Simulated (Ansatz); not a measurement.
Se under changes of volume

One of the cells (27.261 Å³/atom); the others are scaled copies at fixed shape and fractional positions:

```
Se
1.0
     4.36620    0.00000    0.00000
    -2.18310    3.78124    0.00000
     0.00000    0.00000    4.95360
Se
3
Direct
  0.77460 0.77460 0.00000
  0.00000 0.22540 0.66667
  0.22540 0.00000 0.33333
```

| Quantity | Value |
| --- | --- |
| Program | Ansatz 0.2.0 |
| Functional | PBE |
| Potentials or basis | Ansatz PAW earlier set |
| Cutoff | 580 eV |
| Density cutoff | 2320 eV |
| k mesh | 7 × 7 × 6 |
| Occupations | fermi-dirac, width 0.05 eV |
| Spin | no spin polarisation |

```tsv
volume (Å³/atom)	energy over the lowest point (meV/atom)	pressure (GPa)	gap on the mesh (eV)	largest force (eV/Å)
25.625	?	?	?	?
26.170	39.06	5.5	1.18	0.845
26.716	22.82	4.1	1.20	0.613
27.261	11.23	2.8	1.22	0.397
27.806	3.83	1.6	1.22	0.195
28.351	0.21	0.5	1.19	0.008
28.896	0.00	-0.4	1.17	0.167
```

Q: What does the run at 25.625 Å³/atom give?

A: Energy over the lowest point 60.48 meV/atom; pressure 7.1 GPa; gap on the mesh 1.16 eV; largest force 1.094 eV/Å.

Worked out: A Birch-Murnaghan fit of order 3 (a polynomial in V^(-2/3)) to the other rows has its minimum at 28.66 Å³/atom with B0 = V·E''(V) = 50 GPa and B' = 4.3 at fixed shape and positions, which overstates the stiffness. It gives 60.41 meV/atom at 25.625 Å³/atom, against the run's 60.48, and -dE/dV = 7.1 GPa, against 7.1. A parabola through the other rows of the gap, of slope 2.47 eV per unit of ln V there, extrapolates to 1.13 eV, against the run's 1.16.

Energies are extrapolated to zero smearing.

Caveats: odd divisions of the mesh miss points on the zone boundary, where band edges often lie, so the gap on the mesh can be too wide; forces of over 1 eV/Å show positions far from the minimum, so gaps and moduli don't describe the material at rest (some runs).

A mesh can miss the band edges. Spin-orbit coupling on Se is left out.
